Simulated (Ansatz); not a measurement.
Set up this calculation in Ansatz 0.2.0, as the native input.

```yaml
Task: single point
Functional: PBE
Potentials_or_basis: Ansatz PAW
Cutoff: 800 eV
Density_cutoff: 3200 eV
k_mesh: 9 × 9 × 5
Occupations: fermi-dirac, width 0.05 eV
Spin: no spin polarisation
```

Ga2O3:

```
Ga O
1.0
     6.10700   -1.51855    0.00000
     6.10700    1.51855    0.00000
    -1.38599    0.00000    5.63001
Ga O
4 6
Cartesian
  3.2184 0.0000 3.8621
  7.6096 0.0000 1.7679
  10.8240 0.0000 1.1564
  0.0041 0.0000 4.4736
  5.1267 0.0000 4.1853
  5.7013 0.0000 1.4447
  9.4919 0.0000 2.4592
  1.3361 0.0000 3.1708
  8.9710 0.0000 5.0118
  1.8570 0.0000 0.6182
```

The input as run:

input.yaml

```yaml
crystal:
  lattice:
    - [6.107, -1.51855, 0.0]
    - [6.107, 1.51855, 0.0]
    - [-1.3859888959, 0.0, 5.630008738]
  atoms:
    - { symbol: Ga, position: [0.34134, 0.34134, 0.68598] }
    - { symbol: Ga, position: [0.65866, 0.65866, 0.31402] }
    - { symbol: Ga, position: [0.9095, 0.9095, 0.2054] }
    - { symbol: Ga, position: [0.0905, 0.0905, 0.7946] }
    - { symbol: O, position: [0.5041, 0.5041, 0.7434] }
    - { symbol: O, position: [0.4959, 0.4959, 0.2566] }
    - { symbol: O, position: [0.8267, 0.8267, 0.4368] }
    - { symbol: O, position: [0.1733, 0.1733, 0.5632] }
    - { symbol: O, position: [0.8355, 0.8355, 0.8902] }
    - { symbol: O, position: [0.1645, 0.1645, 0.1098] }
hamiltonian:
  xc: pbe
  pseudopotentials: { kind: paw }
kpoints:
  mp_grid: { grid: [9, 9, 5] }
scf:
  occupations: { method: fermi_dirac, width: 0.05 }
basis:
  ecutwfc: "800 eV"
output:
  forces: true
  stress: true
  eigenvalues: true
```

Potentials or basis: Ansatz PAW.

Run with:

```bash
$ ansatz run input.yaml --threads 2 --pin off --max-ram 5120MiB --backend cpu --events-out ev --progress --plain --runs-dir out
```

Results of the run:

```
Pressure               : 9.5 GPa
Largest force          : 0.219 eV/Å
Band gap on the k mesh : 2.44 eV, indirect (least direct gap 2.46 eV)
```

Caveat: odd divisions of the mesh miss points on the zone boundary, where band edges often lie, so the gap on the mesh can be too wide.

It took 53 s on 2 threads of Arm Neoverse V1, with other jobs on the host, peak memory 1.3 GiB.
